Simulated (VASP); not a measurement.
# Ca (P6_3/mmc) in VASP: further runs, part 2 of 2

VASP 6.6.1. Earlier steps stand in the parts before.

## 4. Single point, PBE

INCAR

```
  PREC = Accurate
  ENCUT = 460
  EDIFF = 1E-6
  ISMEAR = -1
  SIGMA = 0.1
  LREAL = F
  LASPH = T
  NELM = 100
  ALGO = Normal
  ISIF = 2
  LWAVE = F
  LCHARG = F
  GGA = PE
  NBANDS = 17
  ADDGRID = F
```

KPOINTS

```
regular mesh
0
Gamma
  16 16 9
```

POSCAR

```
Ca
1.0
    3.9800000000      0.0000000000      0.0000000000
   -1.9900000000      3.4467811071      0.0000000000
    0.0000000000      0.0000000000      6.5200000000
Ca
2
Direct
    0.6666666667      0.3333333333      0.7500000000
    0.3333333333      0.6666666667      0.2500000000
```

Potentials or basis: VASP PAW PBE potentials, release 64 (Ca_sv).

Started as:

```sh
> cat potpaw_PBE.64/Ca_sv/POTCAR > POTCAR
> mpirun -np 1 vasp_std > vasp.out
```

OUTCAR:

```text
PREC = Accurate
   ENCUT = 460
   EDIFF = 1E-6
   ISMEAR = -1
   LREAL = F
   LASPH = T
   NELM = 100
   ISIF = 2
   GGA = PE

 Found    150 irreducible k-points:

 Following reciprocal coordinates:
            Coordinates               Weight
  0.000000  0.000000  0.000000      1.000000
  0.062500 -0.000000  0.000000      6.000000
  0.125000 -0.000000  0.000000      6.000000
  0.187500  0.000000  0.000000      6.000000
  0.250000 -0.000000  0.000000      6.000000
  0.312500 -0.000000  0.000000      6.000000
   k-points           NKPTS =    150   k-points in BZ     NKDIM =    150   number of bands    NBANDS=     17
   number of dos      NEDOS =    301   number of ions     NIONS =      2
   total plane-waves  NPLWV =  37632
   dimension x,y,z NGX =    28 NGY =   28 NGZ =   48
   dimension x,y,z NGXF=    56 NGYF=   56 NGZF=   96
   ions per type =               2
   NGX,Y,Z   is equivalent  to a cutoff of  11.70, 11.70, 12.24 a.u.
   NGXF,Y,Z  is equivalent  to a cutoff of  23.39, 23.39, 24.48 a.u.
 SYSTEM =  unknown system
   PREC   = accura    normal or accurate (medium, high low for compatibility)
   ISTART =      0    job   : 0-new  1-cont  2-samecut
   ICHARG =      2    charge: 1-file 2-atom 10-const
   ISPIN  =      1    spin polarized calculation?
   LNONCOLLINEAR =      F non collinear calculations
   LSORBIT =      F    spin-orbit coupling
   LASPH  =      T    aspherical Exc in radial PAW
   ENCUT  =  460.0 eV  33.81 Ry    5.81 a.u.   6.96  6.96 11.40*2*pi/ulx,y,z
   NELM   =    100;   NELMIN=  2; NELMDL= -5     # of ELM steps
   EDIFF  = 0.1E-05   stopping-criterion for ELM
   LREAL  =      F    real-space projection
   EDIFFG = 0.1E-04   stopping-criterion for IOM
   NSW    =      0    number of steps for IOM
   IBRION =     -1    ionic relax: 0-MD 1-quasi-New 2-CG
   NFREE  =      0    steps in history (QN), initial steepest desc. (CG)
   ISIF   =      2    stress and relaxation
   ISYM   =      2    0-nonsym 1-usesym 2-fastsym
   POTIM  = 0.5000    time-step for ionic-motion
   TEBEG  =    0.0;   TEEND  =   0.0 temperature during run
   PSTRESS=    0.0 pullay stress
   NELECT =      20.0000    total number of electrons
   NUPDOWN=      -1.0000    fix difference up-down
   EMIN   =  10.00;   EMAX   =-10.00  energy-range for DOS
   EFERMI =   0.00;   METHOD = LEGACY
   ISMEAR =    -1;   SIGMA  =   0.10  broadening in eV -4-tet -1-fermi 0-gaus
   EFERMI_NEDOS =   21; number of points for ismear=-14 and -15
   IALGO  =     38    algorithm
   IMIX   =      4    mixing-type and parameters
     AMIX     =   0.40;   BMIX     =  1.00
     AMIX_MAG =   1.60;   BMIX_MAG =  1.00
  volume/ion in A,a.u.               =      44.72       301.79
  Fermi-wavevector in a.u.,A,eV,Ry     =   0.993657  1.877740 13.433783  0.987355
  Thomas-Fermi vector in A             =   2.125555
   LORBIT       =      0    0 simple, 1 ext, 2 COOP (PROOUT), +10 PAW based schemes
   GGA     = PE    functional components
   LHFCALC =     F    Hartree Fock is set to
   AEXX    =    0.0000 exact exchange contribution
   IVDW    =     0    specifies the selected vdW correction
   LEPSILON=     F    determine dielectric tensor
   LRPA    =     F    only Hartree local field effects (RPA)
 non-spin polarized calculation
  energy-cutoff  :      460.00
  volume of cell :       89.44
 maximum number of plane-waves:      2021
 NGX is ok and might be reduce to    28

 number of electron      20.0000001 magnetization

 Free energy of the ion-electron system (eV)
  ---------------------------------------------------
  ext. energy  EPLUGINS =         0.00000000
  ---------------------------------------------------
  free energy    TOTEN  =        -3.88217999 eV

  energy without entropy =       -3.79480547  energy(sigma->0) =       -3.83849273

 E-fermi :   1.7675     XC(G=0):  -7.5567

 val. band max:        1.7667451284   @ k =   0.3125   0.3125   0.2222
 cond. band min:       1.7717754852   @ k =   0.3125  -0.0000   0.0000
 fundamental gap:      0.0050303568
 Fermi energy:         1.7674535628

 k-point     1 :       0.0000    0.0000    0.0000
  band No.  band energies     occupation
      1     -40.3966      2.00000
      2     -40.3865      2.00000
      3     -21.4267      2.00000
      4     -21.3375      2.00000
      5     -21.3375      2.00000
      6     -21.3221      2.00000
[... 9 lines left out ...]
     16       4.2790      0.00000
     17       4.6503      0.00000

 k-point     2 :       0.0625   -0.0000    0.0000
  band No.  band energies     occupation
      1     -40.3962      2.00000
      2     -40.3863      2.00000
      3     -21.4253      2.00000
      4     -21.3408      2.00000
      5     -21.3386      2.00000
      6     -21.3255      2.00000
[... 9 lines left out ...]
     16       4.3195      0.00000
     17       4.5956      0.00000

 k-point     3 :       0.1250   -0.0000    0.0000
  band No.  band energies     occupation
      1     -40.3952      2.00000
      2     -40.3858      2.00000
      3     -21.4213      2.00000
      4     -21.3500      2.00000
      5     -21.3415      2.00000
      6     -21.3350      2.00000
[... 9 lines left out ...]
     16       4.4068      0.00000
     17       4.4384      0.00000

 k-point     4 :       0.1875    0.0000    0.0000
  band No.  band energies     occupation
      1     -40.3937      2.00000
      2     -40.3851      2.00000
      3     -21.4149      2.00000
      4     -21.3638      2.00000
      5     -21.3490      2.00000
      6     -21.3457      2.00000
[... 9 lines left out ...]
     16       4.3644      0.00000
     17       4.3890      0.00000

 k-point     5 :       0.2500   -0.0000    0.0000
  band No.  band energies     occupation
      1     -40.3918      2.00000
      2     -40.3843      2.00000
      3     -21.4068      2.00000
      4     -21.3803      2.00000
      5     -21.3654      2.00000
      6     -21.3506      2.00000
[... 9 lines left out ...]
     16       4.5816      0.00000
     17       4.6147      0.00000

 k-point     6 :       0.3125   -0.0000    0.0000
  band No.  band energies     occupation
      1     -40.3899      2.00000
      2     -40.3836      2.00000
      3     -21.3977      2.00000
      4     -21.3968      2.00000
      5     -21.3815      2.00000
      6     -21.3555      2.00000
[... 9 lines left out ...]
     16       4.8118      0.00000
     17       4.9369      0.00000

 [... further k-points ...]

------------------------ aborting loop because EDIFF is reached ----------------------------------------

  FORCE on cell =-STRESS in cart. coord.  units (eV):
  Direction    XX          YY          ZZ          XY          YZ          ZX
  --------------------------------------------------------------------------------------
  -------------------------------------------------------------------------------------
  Total       -0.4557746     -0.4557746     -0.4571031      0.0000000      0.0000000      0.0000000
  in kB       -8.1642500     -8.1642500     -8.1880484      0.0000000      0.0000000      0.0000000
  external PRESSURE =      -8.1721828 kB  Pullay stress =       0.0000000 kB

 VOLUME and BASIS-vectors are now :
 -----------------------------------------------------------------------------
  energy-cutoff  :      460.00
  volume of cell :       89.44
      direct lattice vectors                 reciprocal lattice vectors
     3.980000000  0.000000000  0.000000000     0.251256281  0.145062882  0.000000000
    -1.990000000  3.446781107  0.000000000     0.000000000  0.290125763  0.000000000
     0.000000000  0.000000000  6.520000000     0.000000000  0.000000000  0.153374233

 POSITION                                       TOTAL-FORCE (eV/Angst)
 -----------------------------------------------------------------------------------
      1.99000      1.14893      4.89000        -0.000000      0.000000      0.000000
     -0.00000      2.29785      1.63000         0.000000      0.000000      0.000000
 -----------------------------------------------------------------------------------
    total drift:                                0.000000     -0.000000      0.000000

  FREE ENERGIE OF THE ION-ELECTRON SYSTEM (eV)
  ---------------------------------------------------
  free  energy   TOTEN  =        -3.8821799909 eV

  energy  without entropy=       -3.7948054718  energy(sigma->0) =       -3.83849273
```

OSZICAR:

```text
N       E                     dE             d eps       ncg     rms          rms(c)
DAV:   1     0.159189164361E+03    0.15919E+03   -0.95102E+03  5124   0.960E+02
DAV:   2     0.505888621972E+01   -0.15413E+03   -0.15242E+03  5857   0.298E+02
DAV:   3    -0.360537707724E+01   -0.86643E+01   -0.86063E+01  9898   0.505E+01
DAV:   4    -0.388254324443E+01   -0.27717E+00   -0.27655E+00  6418   0.973E+00
DAV:   5    -0.389607510880E+01   -0.13532E-01   -0.13526E-01  8713   0.143E+00    0.315E+00
DAV:   6    -0.388421866833E+01    0.11856E-01   -0.25852E-02  6655   0.149E+00    0.193E+00
DAV:   7    -0.388297459616E+01    0.12441E-02   -0.35841E-02  6614   0.194E+00    0.134E-01
DAV:   8    -0.388213536918E+01    0.83923E-03   -0.37555E-03  6515   0.515E-01    0.229E-02
DAV:   9    -0.388217702092E+01   -0.41652E-04   -0.31754E-04  9459   0.777E-02    0.200E-02
DAV:  10    -0.388218357358E+01   -0.65527E-05   -0.39883E-05  6546   0.588E-02    0.994E-03
DAV:  11    -0.388218012728E+01    0.34463E-05   -0.42573E-06  7263   0.203E-02    0.410E-03
DAV:  12    -0.388217999087E+01    0.13641E-06   -0.21980E-07  5565   0.346E-03
   1 F= -.38821800E+01 E0= -.38384927E+01  d E =-.873745E-01
```

Run time: 66 s. Hardware: 1 thread of Intel Xeon 6975P-C (Granite Rapids), shared host; peak memory 0.29 GiB.

The run converged, but some of its settings lie outside the range that counts as converged, so its numbers aren't taken as properties of the crystal.

Results:

```
Free energy            : -3.8822 eV
Pressure               : -0.8 GPa
Band gap on the k mesh : none (metal or under the smearing width)
```

## 5. Single point, PBE

INCAR, as its differences from that of step 4:

```diff
@@ -1,5 +1,5 @@
   PREC = Accurate
-  ENCUT = 460
+  ENCUT = 900
   EDIFF = 1E-6
-  ISMEAR = -1
+  ISMEAR = 1
   SIGMA = 0.1
```

KPOINTS

```
regular mesh
0
Gamma
  12 12 7
```

POSCAR is that of step 4.

Started as:

```sh
> cat potpaw_PBE.64/Ca_sv/POTCAR > POTCAR
> mpirun -np 1 vasp_std > vasp.out
```

Wall time 2.1 min (1 thread of Intel Xeon 6975P-C (Granite Rapids), shared host); peak memory 0.44 GiB.

These settings aren't checked as converged: the numbers below hold their error.

Results:

```yaml
Free_energy: -3.8409 eV
Pressure: -0.8 GPa
Band_gap_on_the_k_mesh: none (metal or under the smearing width)
```

## 6. Single point, PBE

INCAR, as its differences from that of step 5:

```diff
@@ -1,3 +1,3 @@
   PREC = Accurate
-  ENCUT = 900
+  ENCUT = 520
   EDIFF = 1E-6
```

KPOINTS

```
regular mesh
0
Gamma
  16 16 9
```

POSCAR is that of step 5.

Potentials or basis: VASP PAW PBE potentials, release 64 (Ca_sv).

Started as:

```sh
> cat potpaw_PBE.64/Ca_sv/POTCAR > POTCAR
> mpirun -np 1 vasp_std > vasp.out
```

Run time: 76 s. Hardware: 1 thread of Intel Xeon 6975P-C (Granite Rapids), shared host; peak memory 0.33 GiB.

These settings aren't checked as converged: the numbers below hold their error.

Results:

```yaml
Free_energy: -3.8393 eV
Pressure: -0.9 GPa
Band_gap_on_the_k_mesh: none (metal or under the smearing width)
```

## 7. The reference run

An earlier run on the cell as given: functional PBE; potentials or basis VASP PAW PBE potentials, release 64 (Ca_sv); cutoff 520 eV; k mesh 8 × 8 × 4; occupations fermi-dirac, width 0.05 eV; no spin polarisation.

- Pressure: -0.8 GPa
- Band gap on the k mesh: none (metal or under the smearing width)
